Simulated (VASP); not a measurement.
**VASP 6.6.1 run: ZnSe**

INCAR

```
GGA = PE
LREAL = .FALSE.
LMAXMIX = 4
ISMEAR = -1
LASPH = .TRUE.
NSW = 0
LCHARG = .FALSE.
LDAUJ = 0 0
SIGMA = 0.02
IBRION = -1
NELM = 94
LDAUTYPE = 2
LWAVE = .FALSE.
ISIF = 2
LDAUU = 8.0 0
ENCUT = 200
NBANDS = 16
EDIFF = 1E-7
LDAUL = 2 -1
PREC = Accurate
LDAU = .TRUE.
```

KPOINTS

```
KPOINTS created by Atomic Simulation Environment
0
Gamma
5 5 5
0 0 0
```

POSCAR

```
Zn Se
 1.0000000000000000
     0.0000000000000000    2.7899343746000000    2.7899343746000000
     2.7899343746000000    0.0000000000000000    2.7899343746000000
     2.7899343746000000    2.7899343746000000    0.0000000000000000
 Zn  Se
   1   1
Cartesian
  0.0000000000000000  0.0000000000000000  0.0000000000000000
  1.3949671873000000  1.3949671873000000  1.3949671873000000
```

The recommended PBE PAW datasets give the neutral cell 18 valence electrons.

Command

```
mpirun -np 1 vasp_std
```

Predict the outcome of this run.

It converged. Results: gap between bands v and c on the k mesh 1.90 eV; least direct gap on the k mesh 1.90 eV; pressure -23.3 GPa. Band v is the last that the valence electrons fill when counted band by band, and c is the next.

OSZICAR

```
N       E                     dE             d eps       ncg     rms          rms(c)
DAV:   1     0.555135146665E+02    0.55514E+02   -0.55215E+03   320   0.628E+02
DAV:   2    -0.366873877434E+01   -0.59182E+02   -0.57599E+02   416   0.162E+02
DAV:   3    -0.554130663324E+01   -0.18726E+01   -0.18717E+01   336   0.325E+01
DAV:   4    -0.554688315957E+01   -0.55765E-02   -0.55765E-02   432   0.176E+00
DAV:   5    -0.554690303168E+01   -0.19872E-04   -0.19872E-04   344   0.932E-02    0.554E+00
DAV:   6    -0.525619566194E+01    0.29071E+00   -0.67443E-01   368   0.154E+01    0.361E+00
DAV:   7    -0.526253486086E+01   -0.63392E-02   -0.15395E-01   352   0.300E+00    0.173E+00
DAV:   8    -0.526790829180E+01   -0.53734E-02   -0.23410E-02   344   0.176E+00    0.285E-01
DAV:   9    -0.526804094263E+01   -0.13265E-03   -0.28995E-03   328   0.945E-01    0.575E-02
DAV:  10    -0.526807875536E+01   -0.37813E-04   -0.27475E-04   392   0.199E-01    0.362E-02
DAV:  11    -0.526814598626E+01   -0.67231E-04   -0.16278E-04   376   0.148E-01    0.153E-02
DAV:  12    -0.526813909701E+01    0.68893E-05   -0.25732E-05   352   0.698E-02    0.985E-03
DAV:  13    -0.526813877006E+01    0.32695E-06   -0.29188E-06   384   0.116E-02    0.439E-03
DAV:  14    -0.526813881414E+01   -0.44077E-07   -0.71919E-07   376   0.129E-02
   1 F= -.52681388E+01 E0= -.52681388E+01  d E =-.334763E-11
```

For comparison, a separate PBE run of the intended cell, on usual settings and not on those above, gives a gap of 1.48 eV on its mesh and a pressure of 5.8 GPa.
